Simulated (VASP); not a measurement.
# Pt in VASP: further runs

Runs on Pt. Level: PBE. Tasks: single point.

All numbers are computed with VASP 6.6.1; they aren't measurements. Logs are shortened: lines on timing, memory, paths and dates and some standing lists are left out, and cuts for length are marked.

## (1) Starting point

The cell holds a slab with vacuum, 8 atoms: a = 2.769 Å, b = 3.916 Å, c = 13.691 Å, α = 90.00°, β = 90.00°, γ = 90.00°.

The slab is cut from a database's or a generator's crystal, which needn't be the stable form of the element.

## (2) Single point, PBE

INCAR

```
PREC = Accurate
ENCUT = 400
EDIFF = 1E-7
ISMEAR = 1
SIGMA = 0.1
LREAL = F
LASPH = T
NELM = 120
ALGO = Normal
ISIF = 2
LWAVE = F
LCHARG = F
LDIPOL = T
IDIPOL = 3
DIPOL = 0.5 0.5 0.500
GGA = PE
NBANDS = 56
LVHAR = T
LVACPOTAV = T
```

KPOINTS

```
Automatic mesh
0
Gamma
  12 9 1
```

POSCAR

```
Pt
1.0
    2.7688887338      0.0000000000      0.0000000000
    0.0000000000      3.9158000000      0.0000000000
    0.0000000000      0.0000000000     13.6911105682
Pt
8
Direct
    0.5000000000      0.5000000000      0.1460801876
    0.0000000000      0.0000000000      0.2472001340
    0.5000000000      0.5000000000      0.3483200804
    0.0000000000      0.0000000000      0.4494400268
    0.5000000000      0.5000000000      0.5505599732
    0.0000000000      0.0000000000      0.6516799196
    0.5000000000      0.5000000000      0.7527998660
    0.0000000000      0.0000000000      0.8539198124
```

Potentials or basis: VASP PAW PBE potentials, release 64 (Pt).

Command:

```bash
$ cat potpaw_PBE.64/Pt/POTCAR > POTCAR
$ mpirun -np 1 vasp_std > vasp.out
```

OUTCAR:

```text
PREC = Accurate
   ENCUT = 400
   EDIFF = 1E-7
   ISMEAR = 1
   LREAL = F
   LASPH = T
   NELM = 120
   ISIF = 2
   GGA = PE

 Found     35 irreducible k-points:

 Following reciprocal coordinates:
            Coordinates               Weight
  0.000000  0.000000  0.000000      1.000000
  0.083333  0.000000  0.000000      2.000000
  0.166667  0.000000  0.000000      2.000000
  0.250000  0.000000  0.000000      2.000000
  0.333333  0.000000  0.000000      2.000000
  0.416667  0.000000  0.000000      2.000000
   k-points           NKPTS =     35   k-points in BZ     NKDIM =     35   number of bands    NBANDS=     56
   number of dos      NEDOS =    301   number of ions     NIONS =      8
   total plane-waves  NPLWV =  45360
   dimension x,y,z NGX =    18 NGY =   28 NGZ =   90
   dimension x,y,z NGXF=    36 NGYF=   56 NGZF=  180
   ions per type =               8
   NGX,Y,Z   is equivalent  to a cutoff of  10.81, 11.89, 10.93 a.u.
   NGXF,Y,Z  is equivalent  to a cutoff of  21.61, 23.77, 21.86 a.u.
 SYSTEM =  unknown system
   PREC   = accura    normal or accurate (medium, high low for compatibility)
   ISTART =      0    job   : 0-new  1-cont  2-samecut
   ICHARG =      2    charge: 1-file 2-atom 10-const
   ISPIN  =      1    spin polarized calculation?
   LNONCOLLINEAR =      F non collinear calculations
   LSORBIT =      F    spin-orbit coupling
   LASPH  =      T    aspherical Exc in radial PAW
   ENCUT  =  400.0 eV  29.40 Ry    5.42 a.u.   4.52  6.39 22.33*2*pi/ulx,y,z
   NELM   =    120;   NELMIN=  2; NELMDL= -5     # of ELM steps
   EDIFF  = 0.1E-06   stopping-criterion for ELM
   LREAL  =      F    real-space projection
   EDIFFG = 0.1E-05   stopping-criterion for IOM
   NSW    =      0    number of steps for IOM
   IBRION =     -1    ionic relax: 0-MD 1-quasi-New 2-CG
   NFREE  =      0    steps in history (QN), initial steepest desc. (CG)
   ISIF   =      2    stress and relaxation
   ISYM   =      2    0-nonsym 1-usesym 2-fastsym
   POTIM  = 0.5000    time-step for ionic-motion
   TEBEG  =    0.0;   TEEND  =   0.0 temperature during run
   PSTRESS=    0.0 pullay stress
   NELECT =      80.0000    total number of electrons
   NUPDOWN=      -1.0000    fix difference up-down
   EMIN   =  10.00;   EMAX   =-10.00  energy-range for DOS
   EFERMI =   0.00;   METHOD = LEGACY
   ISMEAR =     1;   SIGMA  =   0.10  broadening in eV -4-tet -1-fermi 0-gaus
   EFERMI_NEDOS =   21; number of points for ismear=-14 and -15
   IALGO  =     38    algorithm
   IMIX   =      4    mixing-type and parameters
     AMIX     =   0.40;   BMIX     =  1.00
     AMIX_MAG =   1.60;   BMIX_MAG =  1.00
  volume/ion in A,a.u.               =      18.56       125.22
  Fermi-wavevector in a.u.,A,eV,Ry     =   1.332242  2.517573 24.148571  1.774870
  Thomas-Fermi vector in A             =   2.461192
   LORBIT       =      0    0 simple, 1 ext, 2 COOP (PROOUT), +10 PAW based schemes
   GGA     = PE    functional components
   LHFCALC =     F    Hartree Fock is set to
   AEXX    =    0.0000 exact exchange contribution
   IVDW    =     0    specifies the selected vdW correction
   LEPSILON=     F    determine dielectric tensor
   LRPA    =     F    only Hartree local field effects (RPA)
 non-spin polarized calculation
 Methfessel and Paxton  Order N= 1 SIGMA  =   0.10
  energy-cutoff  :      400.00
  volume of cell :      148.44
 maximum number of plane-waves:      2728
   NGX =  9   NGY = 13   NGZ = 45

 dipolmoment           0.000000      0.000000      0.000000 electrons x Angstroem

 number of electron      80.0000004 magnetization

 dipolmoment           0.000000      0.000000     -0.000000 electrons x Angstroem

 Free energy of the ion-electron system (eV)
  ---------------------------------------------------
  ext. energy  EPLUGINS =         0.00000000
  ---------------------------------------------------
  free energy    TOTEN  =       -46.10311912 eV

  energy without entropy =      -46.09890318  energy(sigma->0) =      -46.10171381

 E-fermi :   8.0791     XC(G=0): -11.8446

 val. band max:        8.0769516294   @ k =   0.0833   0.3333   0.0000
 cond. band min:       8.0903141397   @ k =   0.3333   0.0000   0.0000
 fundamental gap:      0.0133625104
 Fermi energy:         8.0791387752

 k-point     1 :       0.0000    0.0000    0.0000
  band No.  band energies     occupation
      1      -1.7907      2.00000
      2      -0.6869      2.00000
      3       0.7092      2.00000
      4       1.2202      2.00000
      5       1.6727      2.00000
      6       1.7858      2.00000
[... 44 lines left out ...]
     51      15.7194      0.00000
     52      16.3204      0.00000

 k-point     2 :       0.0833    0.0000    0.0000
  band No.  band energies     occupation
      1      -1.6056      2.00000
      2      -0.5125      2.00000
      3       0.8599      2.00000
      4       1.3709      2.00000
      5       1.7762      2.00000
      6       1.9559      2.00000
[... 44 lines left out ...]
     51      15.8016      0.00000
     52      16.3726      0.00000

 k-point     3 :       0.1667    0.0000    0.0000
  band No.  band energies     occupation
      1      -1.0745      2.00000
      2      -0.0300      2.00000
      3       1.2137      2.00000
      4       1.7143      2.00000
      5       2.1304      2.00000
      6       2.2937      2.00000
[... 44 lines left out ...]
     51      16.2058      0.00000
     52      16.2626      0.00000

 k-point     4 :       0.2500    0.0000    0.0000
  band No.  band energies     occupation
      1      -0.2708      2.00000
      2       0.6271      2.00000
      3       1.4719      2.00000
      4       2.0175      2.00000
      5       2.1005      2.00000
      6       2.3144      2.00000
[... 44 lines left out ...]
     51      16.0436      0.00000
     52      16.6060      0.00000

 k-point     5 :       0.3333    0.0000    0.0000
  band No.  band energies     occupation
      1       0.6796      2.00000
      2       1.1960      2.00000
      3       1.4221      2.00000
      4       1.7211      2.00000
      5       1.9942      2.00000
      6       2.0052      2.00000
[... 44 lines left out ...]
     51      16.9452      0.00000
     52      17.0604      0.00000

 k-point     6 :       0.4167    0.0000    0.0000
  band No.  band energies     occupation
      1       1.2536      2.00000
      2       1.2667      2.00000
      3       1.5952      2.00000
      4       1.7276      2.00000
      5       1.7337      2.00000
      6       1.7603      2.00000
[... 44 lines left out ...]
     51      16.9082      0.00000
     52      16.9428      0.00000

 [... further k-points ...]

 [bands above 52 left out]

------------------------ aborting loop because EDIFF is reached ----------------------------------------

  FORCE on cell =-STRESS in cart. coord.  units (eV):
  Direction    XX          YY          ZZ          XY          YZ          ZX
  --------------------------------------------------------------------------------------
  -------------------------------------------------------------------------------------
  Total       -0.1284472      3.0323103      2.4932506      0.0000000      0.0000000      0.0000000
  in kB       -1.3863426     32.7280059     26.9098847      0.0000000      0.0000000      0.0000000
  external PRESSURE =      19.4171827 kB  Pullay stress =       0.0000000 kB

 VOLUME and BASIS-vectors are now :
 -----------------------------------------------------------------------------
  energy-cutoff  :      400.00
  volume of cell :      148.44
      direct lattice vectors                 reciprocal lattice vectors
     2.768888734  0.000000000  0.000000000     0.361155718  0.000000000  0.000000000
     0.000000000  3.915800000  0.000000000     0.000000000  0.255375658  0.000000000
     0.000000000  0.000000000 13.691110568     0.000000000  0.000000000  0.073040094

 POSITION                                       TOTAL-FORCE (eV/Angst)
 -----------------------------------------------------------------------------------
      1.38444      1.95790      2.00000         0.000000      0.000000      0.279620
      0.00000      0.00000      3.38444         0.000000      0.000000     -1.077947
      1.38444      1.95790      4.76889         0.000000      0.000000     -0.156385
      0.00000      0.00000      6.15333         0.000000      0.000000      0.134275
      1.38444      1.95790      7.53778         0.000000      0.000000     -0.134275
      0.00000      0.00000      8.92222         0.000000      0.000000      0.156385
      1.38444      1.95790     10.30667         0.000000      0.000000      1.077947
      0.00000      0.00000     11.69111         0.000000      0.000000     -0.279620
 -----------------------------------------------------------------------------------
    total drift:                                0.000000      0.000000     -0.000000

  FREE ENERGIE OF THE ION-ELECTRON SYSTEM (eV)
  ---------------------------------------------------
  free  energy   TOTEN  =       -46.1031191193 eV

  energy  without entropy=      -46.0989031825  energy(sigma->0) =      -46.10171381
```

It took 2.5 min on 1 thread of Intel Xeon 6975P-C (Granite Rapids), shared host; peak memory 0.27 GiB.

The run converged, but some of its settings lie outside the range that counts as converged, so its numbers aren't taken as properties of the slab.

What came out:

```yaml
Free_energy: -46.1031 eV
Largest_force: 1.078 eV/Å
Band_gap_on_the_k_mesh: none (metal or under the smearing width)
```

## (3) Single point, PBE

This run uses another cell than the first one, of 21.27 Å³/atom, 1.146 times its volume.

INCAR is that of step 2.

KPOINTS is that of step 2.

POSCAR

```
Pt
1.0
    2.7688887338      0.0000000000      0.0000000000
    0.0000000000      3.9158000000      0.0000000000
    0.0000000000      0.0000000000     15.6911105682
Pt
8
Direct
    0.5000000000      0.5000000000      0.1911910560
    0.0000000000      0.0000000000      0.2794221829
    0.5000000000      0.5000000000      0.3676533097
    0.0000000000      0.0000000000      0.4558844366
    0.5000000000      0.5000000000      0.5441155634
    0.0000000000      0.0000000000      0.6323466903
    0.5000000000      0.5000000000      0.7205778171
    0.0000000000      0.0000000000      0.8088089440
```

Potentials or basis: VASP PAW PBE potentials, release 64 (Pt).

Command:

```bash
$ cat potpaw_PBE.64/Pt/POTCAR > POTCAR
$ mpirun -np 1 vasp_std > vasp.out
```

It took 3.1 min on 1 thread of Intel Xeon 6975P-C (Granite Rapids), shared host; peak memory 0.3 GiB.

The run converged, but some of its settings lie outside the range that counts as converged, so its numbers aren't taken as properties of the slab.

Results:

* Free energy: -46.0236 eV
* Largest force: 1.122 eV/Å
* Band gap on the k mesh: none (metal or under the smearing width)

## (4) Single point, PBE

This run uses another cell than the first one, of 29.40 Å³/atom, 1.584 times its volume.

INCAR is that of step 3.

KPOINTS

```
Automatic mesh
0
Gamma
  10 7 1
```

POSCAR

```
Pt
1.0
    2.7688887338      0.0000000000      0.0000000000
    0.0000000000      3.9158000000      0.0000000000
    0.0000000000      0.0000000000     21.6911105682
Pt
8
Direct
    0.5000000000      0.5000000000      0.2766110099
    0.0000000000      0.0000000000      0.3404364356
    0.5000000000      0.5000000000      0.4042618614
    0.0000000000      0.0000000000      0.4680872871
    0.5000000000      0.5000000000      0.5319127129
    0.0000000000      0.0000000000      0.5957381386
    0.5000000000      0.5000000000      0.6595635644
    0.0000000000      0.0000000000      0.7233889901
```

Command:

```bash
$ cat potpaw_PBE.64/Pt/POTCAR > POTCAR
$ mpirun -np 1 vasp_std > vasp.out
```

Wall time 3.8 min (1 thread of Intel Xeon 6975P-C (Granite Rapids), shared host); peak memory 0.33 GiB.

These settings aren't checked as converged: the numbers below hold their error.

What came out:

- Free energy: -45.9939 eV
- Largest force: 1.166 eV/Å
- Band gap on the k mesh: none (metal or under the smearing width)
- Work function of the upper face: 5.36 eV
- Work function of the lower face: 5.36 eV
